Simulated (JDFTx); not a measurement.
Here is a JDFTx 1.7.0 (patched build) calculation.

The input bands.in:

```
lattice Face-Centered Cubic 10.4690827304
coords-type Lattice
ion Te     0.7500000000     0.7500000000     0.7500000000 1
ion Be     0.0000000000     0.0000000000     0.0000000000 1

ion-species pseudo/Te.upf
ion-species pseudo/Be.upf
elec-cutoff 44 352
elec-ex-corr lda-PW
elec-smearing Fermi 0.0018374661
elec-n-bands 16
electronic-minimize nIterations 30 energyDiffThreshold 1e-06
davidson-band-ratio 1.3
forces-output-coords Cartesian
include path.kpoints
symmetries none
fix-electron-density run.$VAR

dump-name bands.$VAR
dump End Ecomponents EigStats BandEigs Kpoints Forces
```

Contents of path.kpoints:

```
kpoint +0.0000000000 +0.0000000000 +0.0000000000 0.020000000000
kpoint +0.0714285714 +0.0000000000 +0.0714285714 0.020000000000
kpoint +0.1428571429 +0.0000000000 +0.1428571429 0.020000000000
kpoint +0.2142857143 +0.0000000000 +0.2142857143 0.020000000000
kpoint +0.2857142857 +0.0000000000 +0.2857142857 0.020000000000
kpoint +0.3571428571 +0.0000000000 +0.3571428571 0.020000000000
kpoint +0.4285714286 +0.0000000000 +0.4285714286 0.020000000000
kpoint +0.5000000000 +0.0000000000 +0.5000000000 0.020000000000
kpoint +0.5000000000 +0.0833333333 +0.5833333333 0.020000000000
kpoint +0.5000000000 +0.1666666667 +0.6666666667 0.020000000000
kpoint +0.5000000000 +0.2500000000 +0.7500000000 0.020000000000
kpoint +0.4375000000 +0.3125000000 +0.7500000000 0.020000000000
kpoint +0.3750000000 +0.3750000000 +0.7500000000 0.020000000000
kpoint +0.3281250000 +0.3281250000 +0.6562500000 0.020000000000
kpoint +0.2812500000 +0.2812500000 +0.5625000000 0.020000000000
kpoint +0.2343750000 +0.2343750000 +0.4687500000 0.020000000000
kpoint +0.1875000000 +0.1875000000 +0.3750000000 0.020000000000
kpoint +0.1406250000 +0.1406250000 +0.2812500000 0.020000000000
kpoint +0.0937500000 +0.0937500000 +0.1875000000 0.020000000000
kpoint +0.0468750000 +0.0468750000 +0.0937500000 0.020000000000
kpoint +0.0000000000 +0.0000000000 +0.0000000000 0.020000000000
kpoint +0.0833333333 +0.0833333333 +0.0833333333 0.020000000000
kpoint +0.1666666667 +0.1666666667 +0.1666666667 0.020000000000
kpoint +0.2500000000 +0.2500000000 +0.2500000000 0.020000000000
kpoint +0.3333333333 +0.3333333333 +0.3333333333 0.020000000000
kpoint +0.4166666667 +0.4166666667 +0.4166666667 0.020000000000
kpoint +0.5000000000 +0.5000000000 +0.5000000000 0.020000000000
kpoint +0.5250000000 +0.4500000000 +0.5250000000 0.020000000000
kpoint +0.5500000000 +0.4000000000 +0.5500000000 0.020000000000
kpoint +0.5750000000 +0.3500000000 +0.5750000000 0.020000000000
kpoint +0.6000000000 +0.3000000000 +0.6000000000 0.020000000000
kpoint +0.6250000000 +0.2500000000 +0.6250000000 0.020000000000
kpoint +0.5625000000 +0.2500000000 +0.6875000000 0.020000000000
kpoint +0.5000000000 +0.2500000000 +0.7500000000 0.020000000000
kpoint +0.5000000000 +0.2916666667 +0.7083333333 0.020000000000
kpoint +0.5000000000 +0.3333333333 +0.6666666667 0.020000000000
kpoint +0.5000000000 +0.3750000000 +0.6250000000 0.020000000000
kpoint +0.5000000000 +0.4166666667 +0.5833333333 0.020000000000
kpoint +0.5000000000 +0.4583333333 +0.5416666667 0.020000000000
kpoint +0.5000000000 +0.5000000000 +0.5000000000 0.020000000000
kpoint +0.4791666667 +0.4791666667 +0.5416666667 0.020000000000
kpoint +0.4583333333 +0.4583333333 +0.5833333333 0.020000000000
kpoint +0.4375000000 +0.4375000000 +0.6250000000 0.020000000000
kpoint +0.4166666667 +0.4166666667 +0.6666666667 0.020000000000
kpoint +0.3958333333 +0.3958333333 +0.7083333333 0.020000000000
kpoint +0.3750000000 +0.3750000000 +0.7500000000 0.020000000000
kpoint +0.6250000000 +0.2500000000 +0.6250000000 0.020000000000
kpoint +0.5833333333 +0.1666666667 +0.5833333333 0.020000000000
kpoint +0.5416666667 +0.0833333333 +0.5416666667 0.020000000000
kpoint +0.5000000000 +0.0000000000 +0.5000000000 0.020000000000
```

Potentials or basis: PseudoDojo-SR-LDA-0.4.1-standard.

Run with:

```sh
$ jdftx -c 1 -i bands.in -o bands.out
```

Task: What does it give for the band gap along the path?

Result: 1.78 eV, indirect (least direct gap 3.60 eV).

Levels at the corners of the path, in eV from the valence-band top:
| point | band 8 | band 9 | band 10 | band 11 | band 12 | band 13 |
| --- | --- | --- | --- | --- | --- | --- |
| Γ | 0.00 | 0.00 | 0.00 | 3.60 | 3.60 | 3.60 |
| X | -5.32 | -2.82 | -2.82 | 1.78 | 2.63 | 10.02 |
| W | -4.72 | -3.96 | -3.45 | 5.26 | 5.52 | 5.66 |
| K | -4.93 | -4.16 | -2.38 | 2.60 | 5.31 | 8.10 |
| Γ | 0.00 | 0.00 | 0.00 | 3.60 | 3.60 | 3.60 |
| L | -5.83 | -1.20 | -1.20 | 3.21 | 4.59 | 4.59 |
| U | -4.93 | -4.16 | -2.38 | 2.60 | 5.31 | 8.10 |
| W | -4.72 | -3.96 | -3.45 | 5.26 | 5.52 | 5.66 |
| L | -5.83 | -1.20 | -1.20 | 3.21 | 4.59 | 4.59 |
| K | -4.93 | -4.16 | -2.38 | 2.60 | 5.31 | 8.10 |
| U | -4.93 | -4.16 | -2.38 | 2.60 | 5.31 | 8.10 |
| X | -5.32 | -2.82 | -2.82 | 1.78 | 2.63 | 10.02 |

Caveat: spin-orbit coupling is left out, which moves the levels of the heavy elements.
